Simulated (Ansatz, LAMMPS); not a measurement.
**Liquid Al2O3 at 2363 K (130 atoms), the geometry as built**

130 atoms (52 Al, 78 O) placed at random at 2.93 g/cm³, melted at 4500 K for 20 ps at fixed volume with the Morse and Coulomb pair potential with partial charges (Pedone, Malavasi, Menziani, Cormack and Segre, J. Phys. Chem. B 110, 11780 (2006)). Snapshot at the end of a hold of 20 ps at 2363 K and fixed volume.

Geometry: the geometry as built. Computed with Ansatz 0.2.0: Kohn-Sham DFT, PBE, PAW (set soft_2), plane waves; cutoff 420 eV, Γ point, fermi-dirac smearing of 0.204 eV; density 2.93 g/cm³.

Cell vectors (Å):

```
11.449 0.000 0.000
0.000 11.449 0.000
0.000 0.000 11.449
```

Positions in Å, forces in eV/Å, q the intrinsic-atomic-orbital charge in e:

```csv
atom,x,y,z,q,fx,fy,fz
Al1,7.780,9.470,11.370,1.31,0.519,2.699,0.769
Al2,1.849,2.874,6.487,1.41,0.525,-2.820,-8.853
Al3,11.046,1.768,9.041,1.30,-0.194,-2.343,-0.668
Al4,7.561,8.565,4.953,1.32,1.710,2.025,0.122
Al5,0.372,9.410,8.961,1.23,2.178,3.153,-0.501
Al6,5.001,6.997,1.372,1.30,-2.183,0.893,2.442
Al7,8.047,10.939,2.924,1.34,-3.857,-0.931,0.951
Al8,9.296,3.214,6.049,1.31,-2.203,-3.042,-0.128
Al9,2.921,4.455,1.022,1.31,-0.684,0.518,0.665
Al10,7.590,6.975,2.403,1.37,4.814,3.775,0.642
Al11,2.634,4.854,4.431,1.32,-0.502,-0.618,2.115
Al12,10.418,5.523,0.705,1.35,-1.798,-2.597,0.798
Al13,6.221,10.805,9.036,1.37,-0.789,2.307,-1.890
Al14,4.990,3.343,5.375,1.26,2.079,-2.058,1.612
Al15,2.230,2.061,2.944,1.37,-2.612,2.509,-1.465
Al16,0.181,5.650,5.677,1.37,-3.952,-2.260,-1.851
Al17,8.209,1.660,8.144,1.34,-0.482,0.858,2.643
Al18,8.636,11.297,6.118,1.37,2.452,-0.767,-1.524
Al19,2.673,7.125,2.962,1.38,-2.310,1.004,0.084
Al20,7.366,2.518,3.890,1.32,1.450,3.740,0.228
Al21,4.243,6.942,5.801,1.37,1.994,0.753,1.688
Al22,2.285,0.060,8.613,1.34,0.367,1.812,0.726
Al23,4.684,4.317,10.348,1.32,1.150,-1.587,2.314
Al24,5.265,6.863,9.453,1.32,-1.601,0.477,2.778
Al25,11.287,6.553,8.677,1.38,-5.593,-4.970,-0.669
Al26,2.642,8.103,8.505,1.39,-2.717,2.691,4.423
Al27,9.459,10.379,9.031,1.30,-1.441,-0.303,10.162
Al28,6.981,5.755,5.177,1.32,-0.523,-3.266,-0.119
Al29,5.840,4.027,2.042,1.33,2.171,1.180,-1.900
Al30,7.907,3.683,10.998,1.33,-1.266,1.099,3.736
Al31,2.809,11.091,4.580,1.35,3.328,-0.079,2.643
Al32,0.625,2.791,0.368,1.33,-1.237,-0.591,2.233
Al33,5.406,10.361,1.035,1.29,0.976,6.743,1.850
Al34,4.818,1.991,8.419,1.35,0.956,-0.365,3.371
Al35,10.784,7.251,3.089,1.30,2.091,1.763,2.843
Al36,4.126,8.855,11.077,1.27,-0.277,4.752,1.253
Al37,1.692,10.718,11.425,1.34,-3.139,-2.438,-0.986
Al38,8.117,7.387,7.899,1.32,-1.149,-1.187,-1.244
Al39,10.455,8.444,0.377,1.30,1.523,1.766,-2.895
Al40,3.725,1.641,0.065,1.36,-0.107,-6.183,2.095
Al41,5.242,0.981,3.415,1.31,0.691,1.590,0.815
Al42,9.618,4.474,8.729,1.32,0.265,-4.623,0.582
Al43,10.660,8.375,6.123,1.35,-0.481,1.676,7.337
Al44,11.395,10.745,2.551,1.35,1.066,-1.053,2.817
Al45,4.889,0.007,6.486,1.30,0.116,1.330,-1.474
Al46,0.396,11.254,5.950,1.29,-10.453,-7.423,-3.257
Al47,10.203,1.672,2.723,1.36,-1.791,2.402,4.406
Al48,8.581,6.890,10.425,1.27,0.413,-3.018,-1.959
Al49,5.110,9.077,3.873,1.31,-0.848,4.752,-5.076
Al50,6.439,4.180,8.071,1.32,0.138,1.602,0.905
Al51,10.047,0.369,0.309,1.34,-0.628,-4.308,-1.467
Al52,1.559,3.962,9.346,1.40,-0.138,1.094,0.630
O53,10.244,0.237,5.200,-0.88,2.508,-1.061,1.484
O54,3.228,0.980,3.647,-0.91,2.437,-0.268,-0.040
O55,5.368,2.827,3.165,-0.86,-0.203,0.137,2.312
O56,10.306,2.685,7.798,-0.87,-0.175,0.698,-0.796
O57,10.361,8.142,4.637,-0.94,-0.156,-1.929,-8.054
O58,0.957,6.447,3.440,-0.85,-0.692,0.242,0.641
O59,1.278,4.382,5.594,-0.89,2.399,0.011,-0.563
O60,9.120,10.736,7.646,-0.96,-2.440,2.331,-9.362
O61,7.533,10.200,9.785,-0.92,4.379,-0.039,1.105
O62,6.648,3.924,9.841,-0.88,-1.594,-0.991,0.764
O63,7.448,3.552,1.569,-0.88,-0.467,-0.569,-1.331
O64,10.742,6.711,10.970,-0.87,-0.532,2.205,-0.048
O65,5.468,8.720,1.107,-0.87,-0.204,-1.904,-3.139
O66,0.435,1.352,3.104,-0.86,2.342,1.334,-0.117
O67,5.430,8.148,5.126,-0.91,2.312,-3.725,4.397
O68,7.705,7.007,4.227,-0.92,0.997,-3.400,-0.464
O69,2.573,0.229,10.459,-0.91,0.929,4.578,-2.989
O70,2.752,3.864,3.086,-0.87,-0.829,-1.409,-2.556
O71,3.458,7.666,10.200,-0.88,-0.102,-2.397,-4.101
O72,8.184,7.758,0.310,-0.87,-0.446,3.155,4.037
O73,11.155,8.587,1.991,-0.87,-0.030,1.679,0.033
O74,9.620,0.817,9.584,-0.80,-0.792,-0.796,2.459
O75,4.057,10.173,5.588,-0.86,-1.500,1.892,-1.726
O76,3.830,0.809,7.779,-0.89,-1.799,-2.311,-0.545
O77,0.221,9.535,7.186,-0.84,-1.873,-0.277,-3.827
O78,0.376,4.375,1.023,-0.87,-0.028,0.210,-0.516
O79,7.165,8.865,3.036,-0.83,0.030,0.340,0.109
O80,5.023,5.201,5.268,-0.86,0.302,1.484,0.558
O81,9.539,10.032,0.236,-0.87,0.010,1.613,0.631
O82,0.433,9.536,10.674,-0.87,-0.599,-0.075,1.347
O83,8.661,8.293,6.572,-0.87,1.032,1.867,-1.271
O84,3.330,2.927,5.563,-0.91,-1.349,1.399,-1.235
O85,4.952,5.271,8.978,-0.92,-0.006,0.439,-3.290
O86,8.163,10.383,4.772,-0.87,-2.196,-2.468,-1.289
O87,6.474,1.350,8.710,-0.86,1.610,-0.313,1.294
O88,1.552,0.661,6.299,-0.92,9.306,8.225,2.416
O89,2.866,9.785,0.519,-0.93,4.263,-4.347,1.864
O90,4.649,4.045,0.775,-0.90,-0.354,-0.383,-0.514
O91,10.204,4.485,5.587,-0.93,2.053,3.345,-0.009
O92,3.849,7.582,7.616,-0.88,3.576,-3.362,-5.186
O93,3.076,6.635,4.571,-0.91,-0.650,-1.742,2.000
O94,2.401,9.858,8.599,-0.93,-0.159,-3.867,-0.378
O95,6.238,6.139,2.261,-0.91,-3.716,-4.261,0.928
O96,9.098,2.645,3.909,-0.86,2.680,-0.963,-0.652
O97,6.215,10.894,7.306,-0.93,1.068,-2.615,0.179
O98,8.447,1.456,6.511,-0.92,-0.759,3.482,-1.726
O99,7.548,6.150,6.697,-0.90,-1.980,-0.843,2.586
O100,0.747,7.769,8.837,-0.95,7.210,2.614,0.984
O101,5.519,6.406,11.393,-0.91,-0.579,-0.656,-5.676
O102,0.540,11.365,1.049,-0.90,-1.885,0.907,-0.235
O103,7.280,10.988,1.208,-0.84,-0.626,-2.746,-1.244
O104,9.421,8.779,9.647,-0.84,1.777,-3.687,-1.241
O105,1.963,3.155,7.952,-0.99,1.139,0.707,7.528
O106,7.141,1.030,3.381,-0.93,-0.930,-4.920,-2.016
O107,5.145,3.240,7.362,-0.90,1.109,2.205,-1.503
O108,8.389,5.309,11.335,-0.88,1.604,3.742,0.632
O109,5.147,10.790,3.099,-0.88,-0.130,-4.653,0.421
O110,3.078,6.160,1.633,-0.89,1.300,-1.209,-1.584
O111,2.543,2.462,0.940,-0.85,-4.556,1.627,2.482
O112,6.835,7.477,9.158,-0.87,2.358,-0.068,-0.328
O113,0.646,2.683,10.134,-0.92,-0.089,-1.241,0.212
O114,0.403,11.438,8.675,-0.83,0.078,2.614,0.671
O115,11.209,6.793,6.827,-0.91,0.294,0.858,0.533
O116,4.201,2.223,10.150,-0.91,3.203,4.556,-6.551
O117,4.524,0.425,0.980,-0.90,0.295,2.019,0.455
O118,9.659,11.428,2.557,-0.89,2.300,-1.096,-0.815
O119,9.447,3.551,10.363,-0.91,2.650,-1.383,-3.093
O120,9.289,6.187,8.727,-0.85,0.259,2.081,0.739
O121,5.671,1.473,5.473,-0.85,-2.304,-0.615,-1.445
O122,9.750,6.216,2.252,-0.88,-1.790,-0.371,-1.253
O123,10.190,1.855,1.012,-0.89,1.615,3.519,-1.423
O124,1.419,10.379,4.288,-0.89,-5.742,-1.900,-1.676
O125,5.274,10.193,10.292,-0.87,-3.417,-2.192,2.738
O126,4.033,8.166,2.789,-0.89,-0.289,-0.070,0.748
O127,2.860,4.453,10.494,-0.87,-1.752,0.684,0.668
O128,0.030,4.830,8.735,-0.88,1.119,0.880,0.918
O129,7.213,3.820,5.058,-0.85,-1.185,1.872,0.553
O130,8.150,3.719,7.790,-0.83,0.345,-0.562,-0.370
```

The force components of 2.6 eV/Å r.m.s. hold both thermal displacement and the mismatch between the potential that made the cell and DFT. The network of bonds at the start is that of the classical potential that made the cell, and needn't be the one that DFT or experiment would give. Only the Γ point is sampled, in a cell whose shortest periodic width is 11 Å.

The r.m.s. force component is 2.56 eV/Å; the longest force, 13.2 eV/Å, acts on Al46.

[Logs are printed without paths, hosts, clocks, repeated set-up lines and the standing remarks that a program may print on its own settings, such as how far it seeks lower states.]

[Hosts, paths, dates, database ids (printed as entryN), source tags and the programs' standing remarks are cut or masked in the printed files.]
